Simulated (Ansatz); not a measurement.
SnO2, space group Pnnm: an equation of state with a fit, run with the Ansatz DFT code, driven from Python.

Script `sno2.py`:
```python
'''Energy against volume for SnO2, with a fit.'''

import ansatz as az
import numpy as np
from pymatgen.analysis.eos import EOS

VECTORS = np.array([
    [4.788, 0.0, 0.0],
    [0.0, 4.86658, 0.0],
    [0.0, 0.0, 3.2409],
])
SITES = [
    ('Sn', (0.5, 0.5, 0.5)),
    ('Sn', (0.0, 0.0, 0.0)),
    ('O', (0.29185, 0.32104, 0.0)),
    ('O', (0.79185, 0.17896, 0.5)),
    ('O', (0.20814, 0.82104, 0.5)),
    ('O', (0.70815, 0.67896, 0.0)),
]


def crystal_on(cell):
    crystal = az.Crystal(lattice=az.Lattice.of(cell))
    for symbol, position in SITES:
        crystal = crystal.atom(symbol, position)
    return crystal


def main() -> None:
    # uniform scaling of the cell
    volumes, energies, pressures = [], [], []
    for scale in np.linspace(0.95, 1.07, 5):
        cell = VECTORS * scale ** (1 / 3)
        setup = (
            crystal_on(cell).calculation()
            .functional('pbesol')
            .basis(470)
            .occupations('fixed')
            .kpoints(4, 4, 6)
            .stress()
        )
        rep = setup.run(threads=1, backend='cpu').report
        volumes.append(abs(np.linalg.det(cell)) / len(SITES))
        energies.append(rep['free_energy_ev'] / len(SITES))
        pressures.append(np.trace(rep['stress_gpa']) / 3)
        print(f'V = {volumes[-1]:8.4f} A^3/atom  F = {energies[-1]:.5f} eV/atom  P = {pressures[-1]:8.3f} GPa')

    for form in ['pourier_tarantola', 'murnaghan']:
        fit = EOS(eos_name=form).fit(volumes, energies)
        print(f'{form:18s} V0 {fit.v0:8.4f} A^3/atom  B0 {fit.b0_GPa:7.1f} GPa  B1 {fit.b1:5.2f}')


if __name__ == '__main__':
    main()
```

From its runs, with one value withheld:

| V (Å³/atom) | F less the lowest row shown (meV/atom) |
| --- | --- |
| 11.957 | 0.64 |
| 12.334 | 0.00 |
| 12.712 | 12.81 |
| 13.090 | ? |
| 13.467 | 69.78 |

What is the missing energy at 13.090 Å³ an atom?

A third-order Birch-Murnaghan fit, E = E0 + (9 V0 B0 / 16) [(t - 1)³ B' + (t - 1)² (6 - 4t)] with t = (V0/V)^(2/3), through the 4 rows shown gives V0 = 12.159 Å³, B0 = 200.2 GPa, B' = 5.15 and E0 = -1.54 meV. At V = 13.090 Å³, t = 0.95203, and the fit interpolates to 36.72 meV. The run gave 36.74 meV, a miss of 0.02 meV.

Reading the output:
- Shape and fractional positions are held along the curve, so the bulk modulus is an upper value where they are free to relax.
- For a gap this small the mesh is coarse, and bands can meet between its points.
- Pressure is positive in compression.
- The structure comes from a database of computed cells and needn't be a stable or known phase.
- The whole script took 18 s on 1 thread of Intel(R) Xeon(R) Processor @ 2.30GHz, on a shared host, peak memory 0.65 GiB.
